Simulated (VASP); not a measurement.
Crystal: CdGeAs2.

```
CELL_PARAMETERS angstrom
-2.98887 2.98887 5.66430
2.98887 -2.98887 5.66430
2.98887 2.98887 -5.66430
ATOMIC_POSITIONS crystal
Cd 0.50000 0.50000 0.00000
Cd 0.25000 0.75000 0.50000
As 0.09622 0.12500 0.47122
As 0.37500 0.90378 0.02878
As 0.65378 0.62500 0.52878
As 0.87500 0.34622 0.97122
Ge 0.75000 0.25000 0.50000
Ge 0.00000 0.00000 0.00000
```

The cell is a database's computed one.

Program: VASP 6.6.1. Alike in all runs: task band structure; no spin polarisation; cell as given; k mesh 6 × 6 × 6; cutoff (eV) 520; smearing gaussian 0.02 eV.

Q: Order these runs on this cell by their pressure, lowest first.
A. level PBEsol; potentials or basis VASP PAW PBE potentials, release 64 (Cd, As, Ge_d)
B. level PBE; potentials or basis VASP PAW PBE potentials, release 64 (Cd, As, Ge_d)
C. level LDA; potentials or basis VASP PAW LDA potentials, release 64 (Cd, As, Ge_d)

A: C (-2.3 GPa), A (-0.5 GPa), B (2.4 GPa).

Caveats: the PAW data sets were made with another functional, which shifts forces and pressure a little (some runs).

Not every run made on this cell is shown here.
